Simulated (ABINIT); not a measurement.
# GaN (F-43m) in ABINIT: notebook

The runs below take GaN through equation of state, band structure, with PBE, HCTH407, revPBE.

Everything below comes from runs of ABINIT 10.8.3 (patched build). Logs are shortened: lines on timing, memory, paths and dates and some standing lists are left out, and cuts for length are marked. The log counts tension as positive stress, the text compression.

**Measured values to compare with.**

From a printed reference work, textbook, for a bulk crystal of GaN at 0 K: band gap 3.299 eV (direct).

The results are compared with them further down.

## (1) The structure

Symmetry: F-43m, No. 216, cubic system. Conventional cell: a = 4.507 Å, b = 4.507 Å, c = 4.507 Å, α = 90.00°, β = 90.00°, γ = 90.00°. Ga (site symmetry -43m) is surrounded by 4 N at 1.95 Å. N (site symmetry -43m) is surrounded by 4 Ga at 1.95 Å.

The cell is a database's computed one.

## (2) Equation of state, PBE

run.abi

```
# Datasets: one volume each
ndtset 7
getwfk -1
scalecart1 3*0.9795861087
scalecart2 3*0.9864848297
scalecart3 3*0.9932883884
scalecart4 3*1.0000000000
scalecart5 3*1.0066227096
scalecart6 3*1.0131594038
scalecart7 3*1.0196128224

# Pseudopotentials
pp_dirpath "./"
pseudos "Ga.GGA_PBE-JTH.xml, N.GGA_PBE-JTH.xml"

# Structure
acell 6.0224269985 6.0224269985 6.0224269985
rprim
     0.0000000000     0.7071067812     0.7071067812
     0.7071067812     0.0000000000     0.7071067812
     0.7071067812     0.7071067812     0.0000000000
ntypat 2
znucl 31 7
natom 2
typat 1 2
xred
     0.0000000000     0.0000000000     0.0000000000
     0.2500000000     0.2500000000     0.2500000000

# Plane-wave basis
ecut 25.0
pawecutdg 47.0

# k points
kptopt 1
ngkpt 10 10 10
nshiftk 1
shiftk 0.0 0.0 0.0

# Exchange and correlation
ixc 11

# Bands and occupations
nband 13
occopt 3
tsmear 0.00183747

# SCF cycle
nstep 100
tolvrs 1.0e-9

# Output
iomode 3
prtwf 1
prtden 0
prteig 0
prtebands 0
enunit 2
```

Potentials or basis: JTH PAW PBE v2.0.

The run is started by

```
$ abinit run.abi > log 2>&1
```

run.abo:

```text
.Version 10.8.3 of ABINIT
 DATASET    1 : space group F-4 3 m (#216); Bravais cF (face-center cubic)
================================================================================
 Values of the parameters that define the memory need for DATASET  1.
     intxc =       0    ionmov =       0      iscf =      17    lmnmax =      18
     lnmax =       6     mgfft =      30  mpssoang =       3    mqgrid =    3001
     natom =       2  nloc_mem =       2    nspden =       1   nspinor =       1
    nsppol =       1      nsym =      24    n1xccc =       1    ntypat =       2
    occopt =       3   xclevel =       2
       mpw =         891          nfft =       27000          nkpt =          47
 PAW method is used; the additional fine FFT grid is defined by:
   mgfftf=        40    nfftf =     64000
================================================================================
================================================================================
[... 71 lines left out ...]
 DATASET    7 : space group F-4 3 m (#216); Bravais cF (face-center cubic)
================================================================================
 Values of the parameters that define the memory need for DATASET  7.
     intxc =       0    ionmov =       0      iscf =      17    lmnmax =      18
     lnmax =       6     mgfft =      30  mpssoang =       3    mqgrid =    3001
     natom =       2  nloc_mem =       2    nspden =       1   nspinor =       1
    nsppol =       1      nsym =      24    n1xccc =       1    ntypat =       2
    occopt =       3   xclevel =       2
       mpw =         990          nfft =       27000          nkpt =          47
 PAW method is used; the additional fine FFT grid is defined by:
   mgfftf=        40    nfftf =     64000
================================================================================
================================================================================

--------------------------------------------------------------------------------
------------- Echo of variables that govern the present computation ------------
--------------------------------------------------------------------------------
 -outvars: echo values of preprocessed input variables --------
            acell      6.0224269985E+00  6.0224269985E+00  6.0224269985E+00 Bohr
              amu      6.97230000E+01  1.40067400E+01
             ecut      2.50000000E+01 Hartree
           enunit           2
           getwfk          -1
              ixc          11
           jdtset        1    2    3    4    5    6    7
         kptrlatt       10    0    0      0   10    0      0    0   10
          kptrlen1     5.89948583E+01
          kptrlen2     5.94103287E+01
          kptrlen3     5.98200681E+01
          kptrlen4     6.02242700E+01
          kptrlen5     6.06231178E+01
          kptrlen6     6.10167855E+01
          kptrlen7     6.14054379E+01
            natom           2
            nband          13
           ndtset           7
            ngfft          30      30      30
          ngfftdg          40      40      40
             nkpt          47
            nstep         100
             nsym          24
           ntypat           2
           occopt           3
        pawecutdg      4.70000000E+01 Hartree
         pawxcdev           0
           prtden           0
        prtebands           0
           prteig           0
            rprim1     0.0000000000E+00  6.9267198023E-01  6.9267198023E-01
                       6.9267198023E-01  0.0000000000E+00  6.9267198023E-01
                       6.9267198023E-01  6.9267198023E-01  0.0000000000E+00
            rprim2     0.0000000000E+00  6.9755011263E-01  6.9755011263E-01
                       6.9755011263E-01  0.0000000000E+00  6.9755011263E-01
                       6.9755011263E-01  6.9755011263E-01  0.0000000000E+00
            rprim3     0.0000000000E+00  7.0236095512E-01  7.0236095512E-01
                       7.0236095512E-01  0.0000000000E+00  7.0236095512E-01
                       7.0236095512E-01  7.0236095512E-01  0.0000000000E+00
            rprim4     0.0000000000E+00  7.0710678120E-01  7.0710678120E-01
                       7.0710678120E-01  0.0000000000E+00  7.0710678120E-01
                       7.0710678120E-01  7.0710678120E-01  0.0000000000E+00
            rprim5     0.0000000000E+00  7.1178974407E-01  7.1178974407E-01
                       7.1178974407E-01  0.0000000000E+00  7.1178974407E-01
                       7.1178974407E-01  7.1178974407E-01  0.0000000000E+00
            rprim6     0.0000000000E+00  7.1641188486E-01  7.1641188486E-01
                       7.1641188486E-01  0.0000000000E+00  7.1641188486E-01
                       7.1641188486E-01  7.1641188486E-01  0.0000000000E+00
            rprim7     0.0000000000E+00  7.2097514092E-01  7.2097514092E-01
                       7.2097514092E-01  0.0000000000E+00  7.2097514092E-01
                       7.2097514092E-01  7.2097514092E-01  0.0000000000E+00
          spgroup         216
           tolvrs      1.00000000E-09
           tsmear      1.83747000E-03 Hartree
            typat      1  2
           useylm           1
           xangst1     0.0000000000E+00  0.0000000000E+00  0.0000000000E+00
                       1.1037489448E+00  1.1037489448E+00  1.1037489448E+00
           xangst2     0.0000000000E+00  0.0000000000E+00  0.0000000000E+00
                       1.1115220808E+00  1.1115220808E+00  1.1115220808E+00
           xangst3     0.0000000000E+00  0.0000000000E+00  0.0000000000E+00
                       1.1191879926E+00  1.1191879926E+00  1.1191879926E+00
           xangst4     0.0000000000E+00  0.0000000000E+00  0.0000000000E+00
                       1.1267503030E+00  1.1267503030E+00  1.1267503030E+00
           xangst5     0.0000000000E+00  0.0000000000E+00  0.0000000000E+00
                       1.1342124431E+00  1.1342124431E+00  1.1342124431E+00
           xangst6     0.0000000000E+00  0.0000000000E+00  0.0000000000E+00
                       1.1415776652E+00  1.1415776652E+00  1.1415776652E+00
           xangst7     0.0000000000E+00  0.0000000000E+00  0.0000000000E+00
                       1.1488490566E+00  1.1488490566E+00  1.1488490566E+00
            xcart1     0.0000000000E+00  0.0000000000E+00  0.0000000000E+00
                       2.0857832174E+00  2.0857832174E+00  2.0857832174E+00
            xcart2     0.0000000000E+00  0.0000000000E+00  0.0000000000E+00
                       2.1004723156E+00  2.1004723156E+00  2.1004723156E+00
            xcart3     0.0000000000E+00  0.0000000000E+00  0.0000000000E+00
                       2.1149587894E+00  2.1149587894E+00  2.1149587894E+00
            xcart4     0.0000000000E+00  0.0000000000E+00  0.0000000000E+00
                       2.1292494850E+00  2.1292494850E+00  2.1292494850E+00
            xcart5     0.0000000000E+00  0.0000000000E+00  0.0000000000E+00
                       2.1433508860E+00  2.1433508860E+00  2.1433508860E+00
            xcart6     0.0000000000E+00  0.0000000000E+00  0.0000000000E+00
                       2.1572691387E+00  2.1572691387E+00  2.1572691387E+00
            xcart7     0.0000000000E+00  0.0000000000E+00  0.0000000000E+00
                       2.1710100770E+00  2.1710100770E+00  2.1710100770E+00
             xred      0.0000000000E+00  0.0000000000E+00  0.0000000000E+00
                       2.5000000000E-01  2.5000000000E-01  2.5000000000E-01
            znucl       31.00000    7.00000

================================================================================

 chkinp: Checking input parameters for consistency, jdtset=   1.

 chkinp: Checking input parameters for consistency, jdtset=   2.
[... 46 lines left out ...]
 getcut: wavevector=  0.0000  0.0000  0.0000  ngfft=  40  40  40
         ecut(hartree)=     47.000   => boxcut(ratio)=   2.19701

--- Pseudopotential description ------------------------------------------------
- pspini: atom type   1  psp file is ./Ga.GGA_PBE-JTH.xml
 Pseudopotential format is: paw10
 basis_size (lnmax)=  6 (lmn_size= 18), orbitals=   0   0   1   1   2   2
 Spheres core radius: rc_sph= 2.10359248
 Shapefunction is BESSEL type: shapef(r,l)=aa(1,l)*jl(q(1,l)*r)+aa(2,l)*jl(q(2,l)*r)
 Radius for shape functions =  1.80829011
 Compensation charge density is not taken into account in XC energy/potential

- pspini: atom type   2  psp file is ./N.GGA_PBE-JTH.xml
 Pseudopotential format is: paw10
 basis_size (lnmax)=  4 (lmn_size=  8), orbitals=   0   0   1   1
 Spheres core radius: rc_sph= 1.20497474
 Shapefunction is SIN type: shapef(r)=[sin(pi*r/rshp)/(pi*r/rshp)]**2
 Radius for shape functions =  1.00243812
 Compensation charge density is not taken into account in XC energy/potential

   4.80804022E+02                                ecore*ucvol(ha*bohr**3)
--------------------------------------------------------------------------------

[... 1321 lines left out ...]
-Cartesian components of stress tensor (GPa)         [Pressure= -4.7141E+00 GPa]
- sigma(1 1)=  4.71414288E+00  sigma(3 2)=  0.00000000E+00
- sigma(2 2)=  4.71414288E+00  sigma(3 1)=  0.00000000E+00
- sigma(3 3)=  4.71414288E+00  sigma(2 1)=  0.00000000E+00

== END DATASET(S) ==============================================================
================================================================================

 -outvars: echo values of variables after computation  --------
            acell      6.0224269985E+00  6.0224269985E+00  6.0224269985E+00 Bohr
           etotal1    -8.9134832846E+01
           etotal2    -8.9136613752E+01
           etotal3    -8.9137878822E+01
           etotal4    -8.9138686984E+01
           etotal5    -8.9139077505E+01
           etotal6    -8.9139102457E+01
           etotal7    -8.9138794139E+01
            fcart1    -5.0427797650E-31 -5.0427797650E-31  1.5128339295E-30
                       5.0427797650E-31  5.0427797650E-31 -1.5128339295E-30
            fcart2     1.5523294693E-29 -5.0075144171E-31 -1.4521791810E-29
                      -1.5523294693E-29  5.0075144171E-31  1.4521791810E-29
            fcart3     1.5416967419E-29  7.9571444744E-30 -3.1331256368E-29
                      -1.5416967419E-29 -7.9571444744E-30  3.1331256368E-29
            fcart4    -8.1507310616E-30 -4.1988614560E-30  1.6548453973E-29
                       8.1507310616E-30  4.1988614560E-30 -1.6548453973E-29
            fcart5     1.2268342846E-30  1.2268342846E-30  2.4536685691E-31
                      -1.2268342846E-30 -1.2268342846E-30 -2.4536685691E-31
[... 38 lines left out ...]
                       0.0000000000E+00  0.0000000000E+00  0.0000000000E+00
           xangst1     0.0000000000E+00  0.0000000000E+00  0.0000000000E+00
                       1.1037489448E+00  1.1037489448E+00  1.1037489448E+00
           xangst2     0.0000000000E+00  0.0000000000E+00  0.0000000000E+00
                       1.1115220808E+00  1.1115220808E+00  1.1115220808E+00
           xangst3     0.0000000000E+00  0.0000000000E+00  0.0000000000E+00
                       1.1191879926E+00  1.1191879926E+00  1.1191879926E+00
           xangst4     0.0000000000E+00  0.0000000000E+00  0.0000000000E+00
                       1.1267503030E+00  1.1267503030E+00  1.1267503030E+00
           xangst5     0.0000000000E+00  0.0000000000E+00  0.0000000000E+00
                       1.1342124431E+00  1.1342124431E+00  1.1342124431E+00
           xangst6     0.0000000000E+00  0.0000000000E+00  0.0000000000E+00
                       1.1415776652E+00  1.1415776652E+00  1.1415776652E+00
           xangst7     0.0000000000E+00  0.0000000000E+00  0.0000000000E+00
                       1.1488490566E+00  1.1488490566E+00  1.1488490566E+00
             xred      0.0000000000E+00  0.0000000000E+00  0.0000000000E+00
                       2.5000000000E-01  2.5000000000E-01  2.5000000000E-01
 Calculation completed.
```

It took 2.1 min on 1 thread of Arm Neoverse V1, shared host; peak memory 0.14 GiB.

What came out:

```
Equilibrium volume                      : 11.80 Å³/atom
Bulk modulus                            : 171 GPa
Pressure derivative of the bulk modulus : 4.6
```

Energy against volume, from the lowest point:
```csv
volume (Å³/atom),energy (meV/atom)
10.757,58.09
10.986,33.86
11.215,16.65
11.444,5.65
11.673,0.34
11.902,0.00
12.131,4.19
```

Caveat: the cutoff is too short for stress, so the log's stress isn't used; pressures at fixed basis lie under the slope of the energies.

[end of part 1 of 2]
